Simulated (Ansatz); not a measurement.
# Honeycomb SnTe bilayer (AB) in a perpendicular field, part 2 of 2

Wanted: the out-of-plane response of the honeycomb SnTe bilayer (AB). A positive field points along +c.

Ansatz 0.2.0; plane-wave DFT, LDA, Ansatz PAW (the session's first sound run).

So far, equivalent conductor thickness p/(ε₀AE) (Å): step 8 (response, atoms held, LDA) 8.27; step 11 (response at this level, LDA) 8.27; step 14 (PBE) 8.29.

## Step 15: Same geometry, cutoff 500 eV, functional r2SCAN

This step: plane-wave DFT, r2SCAN, Ansatz PAW (Ansatz 0.2.0).

The geometry is kept and the functional is r2SCAN; other changes against the main runs: SCF threshold 1.0e-10 → 1.0e-09 eV, cutoff 420 → 500 and k-mesh 12×12×1 → 6×6×1.

Contents of input.yaml:

```yaml
crystal:
  lattice:
    - [4.2005683195, 0.0, 0.0]
    - [-2.1002841598, 3.637798875, 0.0]
    - [0.0, 0.0, 23.5246094599]
  atoms:
    - { symbol: Te, position: [0.6666666667, 0.3333333333, 0.3825780834] }
    - { symbol: Sn, position: [0.3333333333, 0.6666666667, 0.4497331023] }
    - { symbol: Te, position: [0.0, 0.0, 0.5479247215] }
    - { symbol: Sn, position: [0.6666666667, 0.3333333333, 0.6174219166] }
kpoints:
  mp_grid: { grid: [6, 6, 1] }
hamiltonian:
  xc: r2scan
scf:
  occupations: { method: fermi_dirac, width: 0.02585 }
  convergence: { dr2_threshold: 1.0e-09 }
efield:
  axis: 3
  dipole_correction: true
  ramp_position: 0.9613
  ramp_width: 0.0778
  amplitude: 0.1
output:
  write_potential: true
  write_density: true
  volumetric_format: npy
```

Started as:

```console
$ ansatz run input.yaml --threads 4 --pin off --max-ram 6144MiB --backend cpu --events-out ev --progress --plain --runs-dir out
```

The job ended after 9.4 s (4 threads of Arm Neoverse V1, shared host; peak memory 1.2 GiB).

The dipole is 0.146 e·Å.

## Step 16: Same geometry, cutoff 500 eV, functional r2SCAN (run 2)

Edit input.yaml of step 15 so:

```diff
@@ -22,3 +22,3 @@
   ramp_width: 0.0778
-  amplitude: 0.1
+  amplitude: -0.1
 output:
```

The job ended after 9 s (4 threads; peak memory 1.2 GiB).

The dipole is 0.00766 e·Å.

## Step 17: Response at this level

This step: plane-wave DFT, r2SCAN, Ansatz PAW; response to a field along the normal, atoms held (Ansatz 0.2.0).

The induced dipole is that of a conductor 8.20 Å thick.

## Step 18: Same geometry, cutoff 420 eV, functional HSE06

This step: plane-wave DFT, HSE06, Ansatz PAW (Ansatz 0.2.0).

The geometry is kept and the functional is HSE06; other changes against the main runs: SCF threshold 1.0e-10 → 1.0e-09 eV and k-mesh 12×12×1 → 6×6×1.

Edit input.yaml of step 16 so:

```diff
@@ -13,3 +13,3 @@
 hamiltonian:
-  xc: r2scan
+  xc: hse06
 scf:
@@ -22,3 +22,3 @@
   ramp_width: 0.0778
-  amplitude: -0.1
+  amplitude: 0.1
 output:
```

The job ended after 64 s (4 threads; peak memory 4.5 GiB; 4.1 min of CPU time).

The dipole is 0.157 e·Å.

## Step 19: Same geometry, cutoff 420 eV, functional HSE06 (run 2)

Edit input.yaml of step 18 so:

```diff
@@ -22,3 +22,3 @@
   ramp_width: 0.0778
-  amplitude: 0.1
+  amplitude: -0.1
 output:
```

Run time: 65 s. Hardware: 4 threads; peak memory 4.5 GiB.

The dipole is 0.0185 e·Å.

## Step 20: Side by side

Times are for 4 threads of Arm Neoverse V1, shared host. The series side by side:

```
no.  functional     field  dipole along the normal (e·Å)   time  memory (GiB)
  1         lda   0.1 V/Å                         0.1461  3.5 s          0.61
  2         lda  -0.1 V/Å                       0.006459  3.5 s          0.59
  3         pbe   0.1 V/Å                         0.1448  3.8 s          0.62
  4         pbe  -0.1 V/Å                       0.004814  3.7 s          0.62
  5      r2scan   0.1 V/Å                         0.1461  9.4 s           1.2
  6      r2scan  -0.1 V/Å                       0.007663    9 s           1.2
  7       hse06   0.1 V/Å                         0.1573   64 s           4.5
  8       hse06  -0.1 V/Å                        0.01846   65 s           4.5
```

## Step 21: Response at this level

This step: plane-wave DFT, HSE06, Ansatz PAW; response to a field along the normal, atoms held (Ansatz 0.2.0).

The induced dipole is that of a conductor 8.22 Å thick.

## Step 22: The same run with other settings: scf.convergence.dr2_threshold = 1e-11

This step: plane-wave DFT, LDA, Ansatz PAW (Ansatz 0.2.0).

A run with a changed input: it repeats the earlier run at 0.1 V/Å with scf.convergence.dr2_threshold from 1e-10 to 1e-11.

input.yaml, the sections that differ from step 19:

```yaml
kpoints:
  mp_grid: { grid: [12, 12, 1] }
  band_path:
    path: [[0, 0, 0], [0.5, 0, 0], [0.33333333, 0.33333333, 0], [0, 0, 0]]
    npoints: 16
hamiltonian:
  xc: lda
scf:
  occupations: { method: fermi_dirac, width: 0.02585 }
  convergence: { dr2_threshold: 1.0e-11 }
efield:
  axis: 3
  dipole_correction: true
  ramp_position: 0.9613
  ramp_width: 0.0778
  amplitude: 0.1
# crystal, output: as in step 19
```

The job ended after 16 s (4 threads; peak memory 0.74 GiB).

This step gave:

```
energy at zero smearing            : -25413.7761 eV
dipole along the normal            : 0.1468 e·Å
gap along the path                 : 0.2139 eV
smallest direct gap along the path : 0.6494 eV
gap, the smaller of path and mesh  : 0.2139 eV
```

The electronic bands at the labelled points (eV, zero at the Fermi level of the run, which the smearing sets inside the gap):

```csv
point,band 27,band 28,band 29,band 30,band 31,band 32,band 33,band 34
Γ,-2.03,-1.31,-1.31,-0.39,0.26,1.59,1.59,2.17
halfway,-2.81,-2.07,-1.91,-1.01,0.61,1.60,1.96,2.44
M,-3.34,-2.84,-2.37,-1.40,0.15,1.15,1.82,2.00
halfway,-3.43,-3.30,-2.35,-1.41,0.44,1.44,1.81,2.77
K,-3.42,-3.24,-2.19,-2.05,0.93,1.13,1.89,3.28
halfway,-2.91,-2.80,-1.86,-0.76,0.61,1.73,1.98,2.47
Γ,-2.03,-1.31,-1.31,-0.39,0.26,1.59,1.59,2.17
```

| quantity | this run | earlier run | difference |
| --- | --- | --- | --- |
| dipole along the normal (e·Å) | 0.1468 | 0.1468 | 1.1e-5 |
| gap along the path (eV) | 0.2139 | 0.2139 | 2.0e-6 |
| smallest direct gap along the path (eV) | 0.6494 | 0.6494 | 1.0e-6 |

Nothing in the table moves by 0.01 in its unit (for the dipole 0.5 % and 5e-5 e·Å). The run took 14 SCF cycles against 13.

The path shows an indirect gap of 0.21 eV (valence top between K and Γ, conduction bottom between Γ and M). The least direct gap is 0.65 eV.

## Step 23: A changed input

Another changed input: it repeats the earlier run at 0.1 V/Å with scf.algorithm to density_mixing, basis.xc_grid to 1, scf.occupations.width from 0.02585 removed and scf.occupations.method from fermi_dirac to tetrahedron.

Edit input.yaml of step 22 so:

```diff
@@ -18,4 +18,5 @@
 scf:
-  occupations: { method: fermi_dirac, width: 0.02585 }
-  convergence: { dr2_threshold: 1.0e-11 }
+  occupations: { method: tetrahedron }
+  convergence: { dr2_threshold: 1.0e-10 }
+  algorithm: density_mixing
 efield:
@@ -30 +31,3 @@
   volumetric_format: npy
+basis:
+  xc_grid: 1
```

Wall time 15 s (4 threads); peak memory 0.73 GiB.

Numbers from this step:

| Quantity | Value |
| --- | --- |
| gap on the k-mesh | 0.2471 eV |
| dipole along the normal | 0.1469 e·Å |
| gap along the path | 0.2135 eV |
| smallest direct gap along the path | 0.6492 eV |
| gap, the smaller of path and mesh | 0.2135 eV |

The electronic bands at the labelled points (eV, zero at the Fermi level):

```
  point  band 27  band 28  band 29  band 30  band 31  band 32  band 33  band 34
      Γ    -1.91    -1.19    -1.19    -0.27     0.38     1.71     1.71     2.29
halfway    -2.69    -1.95    -1.79    -0.89     0.74     1.72     2.09     2.56
      M    -3.22    -2.72    -2.25    -1.27     0.27     1.27     1.94     2.12
halfway    -3.31    -3.17    -2.22    -1.28     0.56     1.56     1.94     2.89
      K    -3.29    -3.12    -2.06    -1.93     1.06     1.25     2.01     3.40
halfway    -2.79    -2.67    -1.74    -0.63     0.73     1.86     2.10     2.59
      Γ    -1.91    -1.19    -1.19    -0.27     0.38     1.71     1.71     2.29
```

```
                               quantity  this run  earlier run  difference
          dipole along the normal (e·Å)    0.1469       0.1468      7.2e-5
                gap along the path (eV)    0.2135       0.2139     -3.5e-4
smallest direct gap along the path (eV)    0.6492       0.6494     -2.2e-4
```

Nothing in the table moves by 0.01 in its unit (for the dipole 0.5 % and 5e-5 e·Å).

## Step 24: Results

| Quantity | Value |
| --- | --- |
| gap without field | 0.204 eV |
| ionisation energy, upper face | 3.86 eV |
| electron affinity, upper face | 3.66 eV |
| step between the vacuum levels | -0.913 eV |
| equivalent conductor thickness, atoms held | 8.27 Å |
| equivalent conductor thickness, LDA | 8.27 Å |
| equivalent conductor thickness, PBE | 8.29 Å |
| equivalent conductor thickness, r2SCAN | 8.20 Å |
| equivalent conductor thickness, HSE06 | 8.22 Å |

What this shows: The induced dipole equals that of a perfect conductor 8.27 Å thick, while the outer atoms lie 5.52 Å apart; an out-of-plane ε follows only once a thickness t is chosen, by 1 − 1/ε = 8.27 Å / t. The two faces differ: the vacuum level above lies 0.91 eV lower than the one below. The gap goes from 0.20 eV to 0.25 eV at 0.5 V/Å. Across the functionals the thickness runs from 8.20 to 8.29 Å; those runs use a coarser k-mesh, so they are to be compared with each other. Semilocal functionals give gaps that are too small, and excitons are not included. Spin-orbit coupling is left out, which matters for the bands of elements this heavy. After relaxation neighbouring layers come as close as 2.3 Å along the normal, so they are bonded in part and no longer a van der Waals stack.

[Logs are printed without paths, hosts, clocks, repeated set-up lines and the standing remarks that a program may print on its own settings, such as how far it seeks lower states.]

[Hosts, paths, dates, database ids (printed as entryN), source tags and the programs' standing remarks are cut or masked in the printed files.]

[Maps of the electrostatic potential energy from Ansatz leave out the sawtooth potential of an applied field or a dipole correction, so their vacuum need not be flat; planar profiles and work functions include it.]
